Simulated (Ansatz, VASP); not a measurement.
# ZrB2 (ZrB2 strained to the junction's net): VASP beside Ansatz

Wanted: the spread between two codes on one cell, functional and k mesh. The structure shown is the end of the Ansatz relaxation below.

Method: plane waves, with VASP 6.6.1 beside it; single point at PBE, in Ansatz 0.2.0.

**1. The starting structure**

Symmetry: P6/mmm, No. 191, hexagonal system. Conventional cell: a = 3.111 Å, b = 3.111 Å, c = 3.580 Å, α = 90.00°, β = 90.00°, γ = 120.00°. Zr has 12 B at 2.54 Å nearest. B has 3 B at 1.80 Å and 6 Zr at 2.54 Å nearest. Farther neighbours are not listed.

**2. Ansatz: relaxation, PBE**

Ansatz runs on its default PAW (the set named soft_2) files.

This run makes the geometry at which the two programs are then compared.

Contents of input.yaml:

```yaml
crystal:
  lattice:
    - [3.111, 0.0, 0.0]
    - [-1.5555, 2.6942050312, 0.0]
    - [0.0, 0.0, 3.6039198113]
  atoms:
    - { symbol: Zr, position: [0.0, 0.0, 0.0] }
    - { symbol: B, position: [0.3333333333, 0.6666666667, 0.5] }
    - { symbol: B, position: [0.6666666667, 0.3333333333, 0.5] }
kpoints:
  mp_grid: { grid: [12, 12, 9] }
scf:
  occupations: { method: fermi_dirac, width: 0.1 }
  max_iter: 150
hamiltonian:
  xc: pbe
relax:
  f_tol: 0.01
  max_steps: 40
  cell: { fix: [a, b, angles] }
```

On the command line:

```bash
$ ansatz run input.yaml --threads 4 --pin off --max-ram 12288MiB --backend cpu --events-out ev --progress --plain --runs-dir out
```

Numbers of over 12 decimals in the logs are rounded to 6 here.

The log of the run:

```text
Engine: ansatz 0.2.0, aarch64-unknown-linux-gnu
Pseudopotentials: kind: paw
Pseudopotential: Zr, paw, valence charge 12, recommended cutoff 420 eV (normal), Zr.paw.azcp
Pseudopotential: B, paw, valence charge 3, recommended cutoff 420 eV (normal), B.paw.azcp
Functional definition: PBE
  parameter kappa = 0.804
  parameter beta = 0.066725
  exchange = pbe_x(kappa = kappa, mu = beta*pi^2/3)
  correlation = pbe_c(beta = beta)
Crystal: 3 atoms, lattice volume = 30.207 Å³
Basis set: ecut = 420 eV, 565 PW (Γ), exchange–correlation on 48×48×50 points (8 copies of the dense FFT grid, shifted against one another)
Bands: 13, of which v1, the nominal top of the filled ones, is band 9 counted from 1 (8 counted from 0)
Symmetry: 24 space group operations
Space group: P6/mmm (ITA 191), of the structure as read, at distance tolerance 3.1e-5 Å
k-points: 95 of 1296
Non-local potential: Zr, projectors of the file, l = 0: 3, l = 1: 2, l = 2: 2, l = 3: 2
Non-local potential: B, projectors of the file, l = 0: 2, l = 1: 2, l = 2: 1
PAW form: soft (Blöchl's): semilocal exchange-correlation on the pseudo side does not see the compensation charge
PAW one-centre angular grid: Zr, 590 points (default); XC on 64 Gauss nodes
PAW one-centre angular grid: B, 110 points (default); XC on 64 Gauss nodes
Initial density: superposition of atomic densities (neutral atoms: chi_scale 0, normalization atom), corrected by the library's trained network
Initial wavefunctions: pseudopotential atomic-orbital guess
Functional: x = pbe(κ = 0.804, μ = 0.219515), c = pbe(β = 0.066725)
SCF iter   1: F=—  HF=-4498.686759 eV  |F-HF|=—  |Δ(HF+E_count)|=         —  Δρ=1.21e-3  dr2=2.07e-4  ethr=1.77e-3  ⟨swp⟩=4.8  Hψ=6034  notcnv=0
preconditioner: auto → none  [metal: Δε(μ)=0.045 eV  Ē_g=8.907 eV  σ=0.100 eV  W_gap=0.11  n_scr=8 (ndim 8)  ℏωp=21.4 eV  f_vac=0.000  D(μ)=0.24/eV (n_scr^D=0)  sad-step TF]
SCF iter   2: F=—  HF=-4498.686727 eV  |F-HF|=—  |Δ(HF+E_count)|=   3.21e-5  Δρ=6.80e-4  dr2=9.32e-5  ethr=1.15e-6  ⟨swp⟩=2.2  Hψ=2789  notcnv=0
SCF iter   3: F=—  HF=-4498.686751 eV  |F-HF|=—  |Δ(HF+E_count)|=   2.43e-5  Δρ=2.49e-4  dr2=1.49e-5  ethr=5.18e-7  ⟨swp⟩=2.3  Hψ=2031  notcnv=0
SCF iter   4: F=—  HF=-4498.686746 eV  |F-HF|=—  |Δ(HF+E_count)|=   5.21e-6  Δρ=8.45e-5  dr2=1.35e-6  ethr=8.25e-8  ⟨swp⟩=2.7  Hψ=2069  notcnv=0
iter 5 did not close the SCF: its close was put off for the readings that it lacked (scf_convergence_deferred on its scf_iter line)
SCF iter   5: F=-4498.686746 eV  HF=-4498.686746 eV  |F-HF|=4.01e-8  |Δ(HF+E_count)|=   4.81e-7  Δρ=1.46e-5  dr2=5.24e-8  ethr=7.50e-9  ⟨swp⟩=2.0  Hψ=2089  notcnv=0
SCF iter   6: F=-4498.686746 eV  HF=-4498.686746 eV  |F-HF|=2.76e-9  |Δ(HF+E_count)|=   1.75e-8  Δρ=3.99e-6  dr2=3.51e-9  ethr=2.91e-10  ⟨swp⟩=2.0  Hψ=3911  notcnv=0
SCF 1 converged in 6 iterations: F = -4498.686746 eV  dr2 = 3.51e-9
  greatest PAW one-centre occupation: 0.996 electrons in one spin orbital (limit 2), on the Zr atom at site 0 (counted from 0), in its partial waves of l = 0
relax step   1: F+E_penalty+E_count = -4498.68674555 eV  Δ(F+E_penalty+E_count) = +0.000e0 eV  max|allowed force component| = 1.419e-16 eV/Å  Δτ_max = 0.0000 Å  P = +5.880 GPa  Ω = 30.207 Å³  fix = [a, b, alpha, beta, gamma]  reactions: a +10.305, b +10.305 GPa  (6 SCF iters, dr2 threshold 1.00e-7 eV, accepted)
[...]
relax step   4: F+E_penalty+E_count = -4498.68860941 eV  Δ(F+E_penalty+E_count) = +2.379e-4 eV  max|allowed force component| = 2.714e-16 eV/Å  Δτ_max = 0.0000 Å  P = +7.433 GPa  Ω = 30.012 Å³  fix = [a, b, alpha, beta, gamma]  reactions: a +11.183, b +11.183 GPa  stress off target by 6.71e-2 GPa on what of the cell is left free  SCF on the basis re-selected at this cell (its energy is not comparable with the rows above)  (8 SCF iters)
[...]
relax step   5: F+E_penalty+E_count = -4498.68861608 eV  Δ(F+E_penalty+E_count) = -6.667e-6 eV  max|allowed force component| = 2.035e-16 eV/Å  Δτ_max = 0.0000 Å  P = +7.468 GPa  Ω = 30.008 Å³  energy of the carried Pulay correction = +5.749e-6 eV  fix = [a, b, alpha, beta, gamma]  reactions: a +11.202, b +11.202 GPa  (6 SCF iters, dr2 threshold 1.13e-8 eV, accepted)
[...]
relax step   6: F+E_penalty+E_count = -4498.68861152 eV  Δ(F+E_penalty+E_count) = +4.562e-6 eV  max|allowed force component| = 3.146e-16 eV/Å  Δτ_max = 0.0000 Å  P = +7.468 GPa  Ω = 30.008 Å³  fix = [a, b, alpha, beta, gamma]  reactions: a +11.202, b +11.202 GPa  stress off target by 1.39e-3 GPa on what of the cell is left free  SCF on the basis re-selected at this cell (its energy is not comparable with the rows above)  (7 SCF iters)
basis re-selected at this cell: Δ(F+E_penalty+E_count) = +4.562e-6 eV, ΔP = -0.000 GPa vs the last step (what re-selecting the basis moved, of the pressure what is left beyond the Pulay correction that the steps carried, after the strain that the cell walked since its last selection, with what the two solves' SCF thresholds leave and, on support functions, any second-order correction that the steps lacked; it is no m [...]
SCF converged after 7 iterations
Free energy (F): -4498.688612 eV
Harris-Foulkes:  -4498.688612 eV  (|F-HF|=2.73e-12)
Internal energy: -4498.680739 eV  (E = F + TS)
E sigma→0 (E₀):  -4498.684675 eV
Entropy (-TS):   -0.007872 eV (-2.624 meV/atom)
Fermi energy:    16.215705 eV
--- Per-component energies (eV) ---
  E_band       = -18.210922
  E_kinetic    = 437.742179
  E_local      = -545.099824  (includes V_loc(G=0)·N_el)
  E_nonlocal   = 100.874072
  E_hartree    = 173.057102
  E_xc         = -229.755378
  E_vxc        = -272.399763  (∫ρ·V_xc dr)
  E_paw        = -3111.045019  (= ΣΔE_a)
  E_vpaw       = -85.441801  (= ΣTr[D̂ρ^β])
  E_aug_tail   = 0.000018  (compensation charges beyond the density's cutoff)
  E_ewald      = -1324.453889
  E_smearing   = -0.007872  (= −TS)
  E_closure    = 0.000000  (closes the sum)
  Σ components = -4498.688612   (vs F -4498.688612, Δ=0.00e0)
--- Forces (eV/Å), atoms counted from 1 ---
  atom   1  Zr    -0.00000000    -0.00000000     0.00000000
  atom   2  B      0.00000000    -0.00000000     0.00000000
  atom   3  B      0.00000000     0.00000000    -0.00000000
  max |Σ_I F_I| component: 5.55e-17 eV/Å
--- Stress (GPa, compression-positive) ---
       11.202394       0.000000      -0.000000
       -0.000000      11.202394      -0.000000
       -0.000000      -0.000000      -0.001388
  P = ⅓ Tr σ = 7.4678 GPa (74.678 kbar)
--- Relaxed structure (4 steps of the walk, 4 accepted, 2 SCFs on fresh bases) ---
  F+E_penalty+E_count = -4498.68861152 eV   max|allowed force component| = 3.146e-16 eV/Å   (the final SCF, on the basis selected at the relaxed cell)
  cell:  # Å, volume = 30.0081 Å³
    - [3.111000, 0, 0]
    - [-1.555500, 2.694205, 0]
    - [0, 0, 3.580208]
  atoms:
    - { symbol: Zr, position: [0, 0, 0] }
    - { symbol: B, position: [0.333333, 0.666667, 0.5] }
    - { symbol: B, position: [0.666667, 0.333333, 0.5] }
```

**3. VASP: single point, PBE**

The same cell, functional, mesh and smearing now go to VASP, with its own data sets.

Lines of VASP's logs that name or quote its potential files are left out, and so is its time.

Contents of INCAR:

```
SYSTEM = ZrB2
PREC = Accurate
ENCUT = 500
EDIFF = 1E-06
NELM = 120
ISMEAR = -1
SIGMA = 0.1
LREAL = .FALSE.
ALGO = Normal
GGA = PE
NBANDS = 15
LASPH = .TRUE.
LORBIT = 11
LWAVE = .FALSE.
LCHARG = .FALSE.
ISIF = 2
GGA_COMPAT = .FALSE.
```

Contents of POSCAR:

```
ZrB2
1.0
    3.1110000000      0.0000000000      0.0000000000
   -1.5555000000      2.6942050312      0.0000000000
    0.0000000000      0.0000000000      3.5802084783
Zr B
1 2
Direct
    0.0000000000      0.0000000000      0.0000000000
    0.3333333333      0.6666666667      0.5000000000
    0.6666666667      0.3333333333      0.5000000000
```

Contents of KPOINTS:

```
Automatic mesh
0
Gamma
12 12 9
0 0 0
```

Potentials, in the order of the species: Zr_sv and B (PBE family, release 64).

On the command line:

```bash
$ mpirun -np 1 vasp_std
```

The log of the run:

```text
[banner, memory and clock lines left out]
running    1 mpi-ranks, on    1 nodes
 distrk:  each k-point on    1 cores,    1 groups
 distr:  one band on    1 cores,    1 groups

 POSCAR found type information on POSCAR ZrB
 POSCAR found :  2 types and       3 ions
 LDA part: xc-table for (Slater+PW92), standard interpolation
 POSCAR, INCAR and KPOINTS ok, starting setup
 FFT: planning ... GRIDC
 FFT: planning ... GRID_SOFT
 FFT: planning ... GRID
 WAVECAR not read
 entering main loop
       N       E                     dE             d eps       ncg     rms          rms(c)
DAV:   1     0.101577825966E+03    0.10158E+03   -0.95412E+03  2850   0.116E+03
DAV:   2    -0.235563395501E+02   -0.12513E+03   -0.12041E+03  3634   0.300E+02
DAV:   3    -0.277310408239E+02   -0.41747E+01   -0.41489E+01  4469   0.477E+01
DAV:   4    -0.277990023993E+02   -0.67962E-01   -0.67949E-01  3353   0.574E+00
DAV:   5    -0.278012046318E+02   -0.22022E-02   -0.22022E-02  4359   0.646E-01    0.222E+01
DAV:   6    -0.249810090557E+02    0.28202E+01   -0.67443E+00  3507   0.178E+01    0.902E+00
DAV:   7    -0.249453007801E+02    0.35708E-01   -0.72285E-01  4111   0.540E+00    0.337E+00
DAV:   8    -0.249487546930E+02   -0.34539E-02   -0.10475E-01  3476   0.275E+00    0.511E-01
DAV:   9    -0.249445387503E+02    0.42159E-02   -0.23087E-02  3643   0.116E+00    0.216E-01
DAV:  10    -0.249441705642E+02    0.36819E-03   -0.17444E-03  3343   0.397E-01    0.383E-02
DAV:  11    -0.249441822644E+02   -0.11700E-04   -0.72237E-05  3858   0.827E-02    0.113E-02
DAV:  12    -0.249441803446E+02    0.19198E-05   -0.29470E-06  3345   0.130E-02    0.517E-03
DAV:  13    -0.249441804482E+02   -0.10363E-06   -0.27928E-07  1698   0.521E-03
   1 F= -.24944180E+02 E0= -.24940246E+02  d E =-.786928E-02
```

From OUTCAR (step 3):

```text
ion  position               nearest neighbor table
   1  0.000  0.000  0.000-   2 2.54   3 2.54   2 2.54   3 2.54   3 2.54   3 2.54   2 2.54   2 2.54
                             3 2.54   3 2.54   2 2.54   2 2.54
   2  0.333  0.667  0.500-   3 1.80   3 1.80   3 1.80   1 2.54   1 2.54   1 2.54   1 2.54   1 2.54
                             1 2.54
   3  0.667  0.333  0.500-   2 1.80   2 1.80   2 1.80   1 2.54   1 2.54   1 2.54   1 2.54   1 2.54
                             1 2.54

  LATTYP: Found a hexagonal cell.
 ALAT       =     3.1110000000
 C/A-ratio  =     1.1508223974

 Subroutine GETGRP returns: Found 24 space group operations
 (whereof 24 operations were pure point group operations)

The static configuration has the point symmetry D_6h.

 Found     95 irreducible k-points:

   k-points           NKPTS =     95   k-points in BZ     NKDIM =     95   number of bands    NBANDS=     15

   dimension x,y,z NGX =    24 NGY =   24 NGZ =   28
   dimension x,y,z NGXF=    48 NGYF=   48 NGZF=   56

   ENCUT  =  500.0 eV  36.75 Ry    6.06 a.u.   5.67  5.67  6.53*2*pi/ulx,y,z

   NELECT =      18.0000    total number of electrons

 k-points in reciprocal lattice and weights: Automatic mesh
   0.00000000  0.00000000  0.00000000       0.001
   0.08333333 -0.00000000  0.00000000       0.005
   0.16666667 -0.00000000  0.00000000       0.005
   0.25000000 -0.00000000  0.00000000       0.005
   0.33333333 -0.00000000  0.00000000       0.005
   0.41666667 -0.00000000  0.00000000       0.005
   0.50000000 -0.00000000  0.00000000       0.002
   0.08333333  0.08333333  0.00000000       0.005
   0.16666667  0.08333333  0.00000000       0.009
[...]
0.33333333  0.25000000  0.44444444       0.019
   0.33333333  0.33333333  0.44444444       0.003

 average (electrostatic) potential at core
       1 -72.5050       2 -21.6089       3 -21.6089

 E-fermi :  10.8161

 k-point     1 :       0.0000    0.0000    0.0000
  band No.  band energies     occupation
    ...
      5      -2.0904      2.00000
      6       8.0583      2.00000
      7       8.2093      2.00000
      8       8.3418      2.00000
      9       8.3418      2.00000
     10      14.3302      0.00000
     11      14.3302      0.00000
     12      14.8312      0.00000
     13      14.8312      0.00000
     14      16.2728      0.00000
    ...

 k-point     2 :       0.0833   -0.0000    0.0000
  band No.  band energies     occupation
    ...
      5      -1.9473      2.00000
      6       7.9209      2.00000
      7       8.0566      2.00000
      8       8.2142      2.00000
      9       8.3401      2.00000
     10      14.1227      0.00000
     11      14.2341      0.00000
     12      14.4268      0.00000
     13      14.5385      0.00000
     14      16.6992      0.00000
    ...

 k-point     3 :       0.1667   -0.0000    0.0000
  band No.  band energies     occupation
    ...
      5      -1.5352      2.00000
      6       6.9245      2.00000
      7       7.6910      2.00000
      8       8.2973      2.00000
      9       8.5682      2.00000
     10      13.1777      0.00000
     11      13.9861      0.00000
     12      14.1448      0.00000
     13      14.8285      0.00000
     14      17.0921      0.00000
    ...

  Total        2.1284983      2.1284983      0.0431077      0.0000000      0.0000000      0.0000000
  in kB      113.6435827    113.6435827      2.3015794      0.0000000      0.0000000      0.0000000
  external PRESSURE =      76.5295816 kB  Pullay stress =       0.0000000 kB

  energy-cutoff  :      500.00
  volume of cell :       30.01
      direct lattice vectors                 reciprocal lattice vectors
     3.111000000  0.000000000  0.000000000     0.321440051  0.185583500  0.000000000
    -1.555500000  2.694205031  0.000000000     0.000000000  0.371167000  0.000000000
     0.000000000  0.000000000  3.580208478     0.000000000  0.000000000  0.279313343

 POSITION                                       TOTAL-FORCE (eV/Angst)
 -----------------------------------------------------------------------------------
      0.00000      0.00000      0.00000        -0.000000      0.000000      0.000000
     -0.00000      1.79614      1.79010        -0.000000      0.000000     -0.000000
      1.55550      0.89807      1.79010         0.000000      0.000000      0.000000
 -----------------------------------------------------------------------------------
    total drift:                               -0.000000      0.000000      0.000000

  FREE ENERGIE OF THE ION-ELECTRON SYSTEM (eV)
  ---------------------------------------------------
  free  energy   TOTEN  =       -24.9441804482 eV

  energy  without entropy=      -24.9363111678  energy(sigma->0) =      -24.94024581

 total charge
# of ion       s       p       d       tot
------------------------------------------
    1        2.174   6.033   1.796  10.003
    2        0.675   1.276   0.000   1.951
    3        0.675   1.276   0.000   1.951
--------------------------------------------------
tot          3.524   8.585   1.796  13.905

[... 3 further parts left out ...]
```

The run ends at a pressure of 7.65 GPa.

**4. Differences**

Known differences besides the potentials themselves: the cutoff is 420 eV in Ansatz and 500 eV in VASP; Ansatz's pressure holds a Pulay correction, VASP's none. Total energies have different zeros and are not compared.

Compared:

```tsv
quantity	Ansatz	VASP	difference
pressure (GPa)	7.47	7.65	-0.19
```

**5. Results**

* difference in pressure (single point, PBE): -0.19 GPa

**Reading.** The difference in pressure is -0.19 GPa (single point, PBE), within the 1 GPa picked in this series as the mark of a large difference. Such differences can come from data sets, numerical settings and the points named under the comparisons, not from the functional's error against experiment.

[Lines on the potential files, build, host, timing and source positions are cut from VASP's logs without a mark.]

[Logs are printed without paths, hosts, clocks, repeated set-up lines and the standing remarks that a program may print on its own settings, such as how far it seeks lower states.]

[Hosts, paths, dates, database ids (printed as entryN), source tags and the programs' standing remarks are cut or masked in the printed files.]
